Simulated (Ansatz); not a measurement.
# GaSb (I-4m2) in Ansatz: further runs, part 2 of 2

Ansatz 0.2.0. The steps go on from the part before.

### Step 10. Phonons, PBE

Contents of input.yaml:

```yaml
crystal:
  lattice:
    - [-2.753434, 2.753434, 1.590707]
    - [2.753434, -2.753434, 1.590707]
    - [2.753434, 2.753434, -1.590707]
  atoms:
    - { symbol: Sb, position: [0.0, 0.0, 0.0] }
    - { symbol: Ga, position: [0.75, 0.25, 0.5] }
hamiltonian:
  xc: pbe
  pseudopotentials: { kind: paw }
kpoints:
  mp_grid: { grid: [8, 8, 8] }
scf:
  occupations: { method: fermi_dirac, width: 0.05 }
phonons:
  method: dfpt
  qmesh: [2, 2, 2]
  temperatures: { t_max: 1000, t_step: 100 }
  qpath:
    path:
      - [[0.0, 0.0, 0.0], [0.0, 0.0, 0.5], [-0.5, 0.5, 0.5], [0.0, 0.0, 0.0], [0.3334393767, 0.3334393767, -0.3334393767], [0.25, 0.25, 0.25], [0.0, 0.5, 0.0], [-0.3334393767, 0.6665606233, 0.3334393767], [-0.5, 0.5, 0.5]]
      - [[0.0, 0.0, 0.5], [0.25, 0.25, 0.25]]
    npoints: 8
```

Potentials or basis: Ansatz PAW.

Run with:

```
> ansatz run input.yaml --threads 2 --pin off --max-ram 5632MiB --backend cpu --events-out ev --progress --plain --runs-dir out
```

What it wrote:

```text
Warning: phonons: the dynamical matrix that this run interpolates holds no multipole term above the dipole-dipole one, and a site of this crystal is no centre of inversion, so its interpolated transverse optical and acoustic branches and sound speeds can stay off near Gamma, and the density of states and the thermodynamics with them. What a run solves at a wave vector of phonons.qpoints, Gamma apart, where the deck admits one, is free of this, and under fd what a larger phonons.supercell samples
Warning: RAYON_NUM_THREADS=2 ignored (pool sized by the plan → 2); use --threads N
Engine: ansatz 0.2.0, aarch64-unknown-linux-gnu
Pseudopotentials: kind: paw
Pseudopotential: Sb, paw, valence charge 15, recommended cutoff 420 eV (normal), Sb.paw.azcp
Pseudopotential: Ga, paw, valence charge 13, recommended cutoff 420 eV (normal), Ga.paw.azcp
Functional definition: PBE
  parameter kappa = 0.804
  parameter beta = 0.06672455060314922
  exchange = pbe_x(kappa = kappa, mu = beta*pi^2/3)
  correlation = pbe_c(beta = beta)
Crystal: 2 atoms, lattice volume = 48.239 Å³
Basis set: ecut = 420 eV, 941 PW (Γ), exchange–correlation on 60×60×60 points (8 copies of the dense FFT grid, shifted against one another)
Bands: 18, of which v1, the nominal top of the filled ones, is band 14 counted from 1 (13 counted from 0)
Symmetry: 8 space group operations
k-points: 59 of 512 (time reversal used)
Non-local potential: Sb, projectors of the file, l = 0: 2, l = 1: 2, l = 2: 2, l = 3: 2
Non-local potential: Ga, projectors of the file, l = 0: 2, l = 1: 2, l = 2: 3, l = 3: 1
PAW form: soft (Blöchl's): semilocal exchange-correlation on the pseudo side does not see the compensation charge
PAW one-centre angular grid: Sb, 590 points (default); XC on 64 Gauss nodes
PAW one-centre angular grid: Ga, 590 points (default); XC on 64 Gauss nodes
Initial density: superposition of atomic densities (neutral atoms: chi_scale 0, normalization atom), corrected by the library's trained network
Initial wavefunctions: pseudopotential atomic-orbital guess
Functional: x = pbe(κ = 0.804, μ = 0.2195149727645171), c = pbe(β = 0.06672455060314922)
SCF iter   1: F=—  HF=-10267.464738 eV  |F-HF|=—  |Δ(HF+E_count)|=         —  Δρ=1.73e-3  dr2=1.68e-3  ethr=1.77e-3  ⟨swp⟩=6.0  Hψ=5298  notcnv=0
preconditioner: auto → none  [insulator: Δε(μ)=0.148 eV  Ē_g=14.352 eV  σ=0.050 eV  W_gap=0.58  n_scr=16 (ndim 8)  ℏωp=22.7 eV  f_vac=0.000  D(μ)=0.62/eV (n_scr^D=0)  ε∞_Penn≈3.5]
SCF iter   2: F=—  HF=-10267.463462 eV  |F-HF|=—  |Δ(HF+E_count)|=   1.28e-3  Δρ=7.44e-4  dr2=2.60e-4  ethr=6.01e-6  ⟨swp⟩=2.2  Hψ=2315  notcnv=0
SCF iter   3: F=—  HF=-10267.463475 eV  |F-HF|=—  |Δ(HF+E_count)|=   1.30e-5  Δρ=2.75e-4  dr2=4.66e-5  ethr=9.27e-7  ⟨swp⟩=2.0  Hψ=1887  notcnv=0
SCF iter   4: F=—  HF=-10267.463471 eV  |F-HF|=—  |Δ(HF+E_count)|=   3.90e-6  Δρ=1.05e-4  dr2=2.60e-6  ethr=1.66e-7  ⟨swp⟩=2.4  Hψ=1558  notcnv=0
SCF iter   5: F=—  HF=-10267.463469 eV  |F-HF|=—  |Δ(HF+E_count)|=   1.61e-6  Δρ=4.06e-5  dr2=5.36e-7  ethr=9.29e-9  ⟨swp⟩=2.0  Hψ=1887  notcnv=0
SCF iter   6: F=—  HF=-10267.463469 eV  |F-HF|=—  |Δ(HF+E_count)|=   2.24e-7  Δρ=1.24e-5  dr2=5.08e-8  ethr=1.92e-9  ⟨swp⟩=2.0  Hψ=1593  notcnv=0
SCF iter   7: F=—  HF=-10267.463469 eV  |F-HF|=—  |Δ(HF+E_count)|=   2.26e-8  Δρ=5.22e-6  dr2=8.36e-9  ethr=1.81e-10  ⟨swp⟩=2.0  Hψ=1766  notcnv=0
SCF iter   8: F=—  HF=-10267.463469 eV  |F-HF|=—  |Δ(HF+E_count)|=   5.26e-9  Δρ=3.47e-7  dr2=5.65e-11  ethr=2.99e-11  ⟨swp⟩=2.0  Hψ=1887  notcnv=0
SCF iter   9: F=-10267.463469 eV  HF=-10267.463469 eV  |F-HF|=3.64e-12  |Δ(HF+E_count)|=  2.36e-11  Δρ=6.83e-8  dr2=1.34e-12  ethr=1.00e-12  ⟨swp⟩=6.2  Hψ=4862  notcnv=0
SCF 1 converged in 9 iterations: F = -10267.463469 eV  dr2 = 1.34e-12
Initial density: read from a saved state, or passed on in memory by an earlier SCF of this step, an earlier step, the calling program or the single point that the run made first
iter 1 solved again at ethr=1.87e-7 eV; its pass at ethr=3.10e-3 eV (dr2=5.23e-5 eV) is discarded
SCF iter   1: F=—  HF=-10267.463471 eV  |F-HF|=—  |Δ(HF+E_count)|=         —  Δρ=6.35e-7  dr2=9.28e-11  ethr=1.87e-7  ⟨swp⟩=3.3  Hψ=8084  notcnv=0
eigensolver tolerance schedule: the retry pair's looser diagonalisation over-reported the residual by 563659.68 of it (diagonalisation noise at an unbounded share of the residual, at the tolerance the schedule requests for it); recorded, not acted on — ethr = c·dr2/N_el stays at c = 1.0e-1
preconditioner: auto → none  [insulator: Δε(μ)=0.128 eV  Ē_g=14.362 eV  σ=0.050 eV  W_gap=0.53  n_scr=16 (ndim 8)  ℏωp=22.7 eV  f_vac=0.000  D(μ)=0.64/eV (n_scr^D=0)  ε∞_Penn≈3.5]
SCF iter   2: F=—  HF=-10267.463469 eV  |F-HF|=—  |Δ(HF+E_count)|=   1.53e-6  Δρ=4.42e-7  dr2=6.19e-11  ethr=1.00e-12  ⟨swp⟩=3.6  Hψ=2890  notcnv=0
SCF iter   3: F=—  HF=-10267.463469 eV  |F-HF|=—  |Δ(HF+E_count)|=  2.55e-11  Δρ=2.23e-7  dr2=1.33e-11  ethr=1.00e-12  ⟨swp⟩=1.0  Hψ=1062  notcnv=0
SCF iter   4: F=-10267.463469 eV  HF=-10267.463469 eV  |F-HF|=7.28e-12  |Δ(HF+E_count)|=  3.64e-12  Δρ=1.38e-7  dr2=4.95e-12  ethr=1.00e-12  ⟨swp⟩=2.5  Hψ=2539  notcnv=0
SCF 2 converged in 4 iterations: F = -10267.463469 eV  dr2 = 4.95e-12
phonons: the bands overlap, so this run is a metal and interpolates without the dipole-dipole term. If the crystal is really an insulator or semiconductor, its LO-TO splitting is missing
NSCF: frozen V_eff on 59 k-points
NSCF: frozen V_eff on 95 k-points
DFPT response loops at q = (0, 0, 0) (fractional): preconditioner auto → Kerker (q_TF=auto, 2.492 Å⁻¹) (partly filled bands, converged f_vac=0.000); β = 1.00, the filter's whole step (`scf.mixing.beta` (0.50) is not read by the response loops under this deck's `scf.mixing.preconditioner`; to damp them name `kerker` or `kerker_dos`, under which they read `scf.mixing.beta`, and type it under 1.00, their step now; both keys bind the ground state too); Broyden in place of MSR1
NSCF: frozen V_eff on 300 k-points
DFPT response loops at q = (0, 0, -0.5) (fractional): mixed as the last ones told, above
NSCF: frozen V_eff on 300 k-points
DFPT response loops at q = (0, -0.5, 0) (fractional): mixed as the last ones told, above
NSCF: frozen V_eff on 190 k-points
DFPT response loops at q = (-0.5, -0.5, -0.5) (fractional): mixed as the last ones told, above
SCF converged after 9 iterations
Free energy (F): -10267.463469 eV
Harris-Foulkes:  -10267.463469 eV  (|F-HF|=3.64e-12)
Internal energy: -10267.457903 eV  (E = F + TS)
E sigma→0 (E₀):  -10267.460686 eV
Entropy (-TS):   -0.005567 eV (-2.783 meV/atom)
Fermi energy:    9.924550 eV
--- Per-component energies (eV) ---
  E_band       = -198.305531
  E_kinetic    = 321.356919
  E_local      = -3363.885214  (includes V_loc(G=0)·N_el)
  E_nonlocal   = 785.046630
  E_hartree    = 1557.484866
  E_xc         = -207.506082
  E_vxc        = -154.027662  (∫ρ·V_xc dr)
  E_paw        = -6561.847377  (= ΣΔE_a)
  E_vpaw       = -901.765905  (= ΣTr[D̂ρ^β])
  E_aug_tail   = -0.000108  (compensation charges beyond the density's cutoff)
  E_ewald      = -2798.107537
  E_smearing   = -0.005567  (= −TS)
  E_closure    = -0.000000  (closes the sum)
  Σ components = -10267.463469   (vs F -10267.463469, Δ=0.00e0)
--- Band table (eV; the first three rows and the last of 59) ---
  k-point 0: bands = ["-19.0617", "-18.9661", "-18.9661", "-18.9595", "-18.9576", "-5.0160", "-4.9259", "-4.9211", "-4.9039", "-4.9039", "-1.9886", "7.0038", "8.0897", "8.0897", "13.3963", "14.9510", "17.0490", "17.0490"]
  k-point 1: bands = ["-19.0616", "-18.9661", "-18.9656", "-18.9598", "-18.9566", "-5.0145", "-4.9292", "-4.9195", "-4.9041", "-4.9023", "-1.8518", "5.6793", "8.2527", "9.1216", "14.1159", "14.6787", "16.0589", "16.3693"]
  k-point 2: bands = ["-19.0616", "-18.9663", "-18.9646", "-18.9606", "-18.9544", "-5.0112", "-4.9368", "-4.9156", "-4.9047", "-4.8991", "-1.4555", "3.9860", "8.7261", "10.1625", "13.7569", "14.8587", "15.0835", "16.2066"]
  k-point 58: bands = ["-19.0616", "-18.9659", "-18.9633", "-18.9633", "-18.9448", "-5.0089", "-5.0075", "-4.8976", "-4.8976", "-4.8913", "0.6466", "4.0248", "4.9961", "4.9961", "13.3796", "14.8871", "20.3218", "20.3218"]
--- Phonons (Γ-DFPT): 4 representative perturbations + reference (Σ response iterations 12) ---
  ASR residual: 6.910e-5 → 0.000e0 eV/Å²; symmetrization residual: 2.510e-5 eV/Å²
  ASR residual per site (eV/Å²): 1.90e-5 6.91e-5
  Γ frequencies (cm⁻¹): 0.00 0.00 0.00 62.99 137.35 137.35
--- Phonons (arbitrary-q DFPT): 4 irreducible q on the 2×2×2 mesh ---
  q = [0.0000, 0.0000, 0.0000] (star 1, of the zone-centre solve; hermiticity 1.63e-5, symmetrization 6.87e-13): 0.00 0.00 0.00 62.99 137.35 137.35
  q = [0.0000, 0.0000, -0.5000] (star 2, 4 solved perturbations in 490 linear systems a pass and spin channel, the states on 150 of 512 k-point pairs; hermiticity 2.72e-6, symmetrization 2.51e-13): 30.26 39.19 93.15 97.43 134.04 157.57
  q = [0.0000, -0.5000, 0.0000] (star 4, 6 solved perturbations on 150 of 512 k-point pairs; hermiticity 1.04e-5, symmetrization 3.02e-13): 49.78 49.92 68.93 110.63 130.71 151.06
  q = [-0.5000, -0.5000, -0.5000] (star 1, 4 solved perturbations in 308 linear systems a pass and spin channel, the states on 95 of 512 k-point pairs; hermiticity 1.38e-5, symmetrization 5.33e-13): 39.77 39.77 60.21 60.30 154.81 154.81
  sum rule: each row above includes the acoustic sum rule's correction from the zone centre's row sums; it moved no ω² by more than (0.52 cm⁻¹)²
  mesh force constants: q→R imaginary residual 1.23e-17; ASR residual 6.910e-5 → 0.000e0 eV/Å²; symmetrization residual 3.553e-15 eV/Å²
  interpolated dispersion: 74 rows × 6 modes
  density of states and harmonic sums: on the 22×22×16 q-mesh, interpolated from the force constants of a 2×2×2 supercell (no non-analytic term)
  largest difference from the sums on the solved wave vectors: F 1.03e-1 eV, S 1.35e-4 and C_V 3.20e-5 eV/K
  zero-point energy: 0.033153 eV/cell   skipped modes (ω ≤ 0): 12, of them read as no rigid motion or as one in doubt: 9 (3.616e-3 modes/cell left out, lowest -9.70 cm⁻¹)   left out of the sums: 6.67e-4 of the cell's modes: C_V's classical limit lies that fraction below 3 k_B per atom; for a crystal, a wire or a layer, F and S can be off by more, and a phonons.interpolated_qmesh denser along its periods is the remedy for the sampling
```

It took 1.7 min on 2 threads of Arm Neoverse V1, shared host; peak memory 0.69 GiB.

What came out:

| Quantity | Value |
| --- | --- |
| Free energy | -10267.4635 eV |
| Band gap on the k mesh | none (metal or under the smearing width) |
| Highest phonon frequency | 158 cm⁻¹ |

Phonon frequencies in cm⁻¹ (negative: imaginary):
```csv
q point,frequencies
"(0.000, 0.000, 0.000)",0 0 0 63 137 137
"(0.000, 0.000, -0.500)",30 39 93 97 134 158
"(0.000, -0.500, 0.000)",50 50 69 111 131 151
"(-0.500, -0.500, -0.500)",40 40 60 60 155 155
```

Caveat: the q mesh is small, so phonon branches between its points and thermal values are rough. Spin-orbit coupling is left out, which matters for the levels of Sb.
